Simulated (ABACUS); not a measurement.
The system is Li.

```
CELL_PARAMETERS angstrom
-1.75465 1.75465 1.75465
1.75465 -1.75465 1.75465
1.75465 1.75465 -1.75465
ATOMIC_POSITIONS crystal
Li 0.00000 0.00000 0.00000
```

```yaml
Program: ABACUS 3.10.1
Task: relaxation of cell and atoms
Functional: SCAN
Potentials_or_basis: SG15 ONCV 1.2 PBE
Cutoff: 1170 eV
Density_cutoff: 4680 eV
Basis: plane waves
k_mesh: 7 × 7 × 7
Occupations: fermi-dirac, width 0.05 eV
Spin: no spin polarisation
```

At the start: pressure -1.9 GPa; volume 21.61 Å³/atom.

**Question.** Where does the relaxation end?

**Answer.** Over 8 steps the energy falls by 17.3 meV/atom and the volume is 18.88 Å³/atom (-12.6 %); space group Im-3m (No. 229, to 0.05 Å).

The path:
| step | energy change (eV) | largest force (eV/Å) | pressure (GPa) | volume (Å³) |
| --- | --- | --- | --- | --- |
| 1 | 0.0000 | 0.0000 | -1.90 | 21.61 |
| 2 | -0.0084 | 0.0000 | -1.36 | 20.79 |
| 3 | -0.0158 | 0.0000 | -0.62 | 19.61 |
| 4 | -0.0101 | 0.0000 | 1.64 | 17.38 |
| 5 | -0.0162 | 0.0000 | 0.61 | 18.27 |
| 6 | -0.0169 | 0.0000 | -0.35 | 19.26 |
| 7 | -0.0173 | 0.0000 | -0.10 | 18.98 |
| 8 | -0.0173 | 0.0000 | 0.00 | 18.88 |

Final structure:
```
CELL_PARAMETERS angstrom
-1.67745 1.67745 1.67745
1.67745 -1.67745 1.67745
1.67745 1.67745 -1.67745
ATOMIC_POSITIONS crystal
Li 0.00000 0.00000 0.00000
```

Caveat: the k mesh is coarse (spacing up to 0.36 Å⁻¹), so the values aren't converged; the potentials were made for another functional, which shifts forces and pressure; the volume moved by -13 % from the deposited cell, more than functionals usually miss.
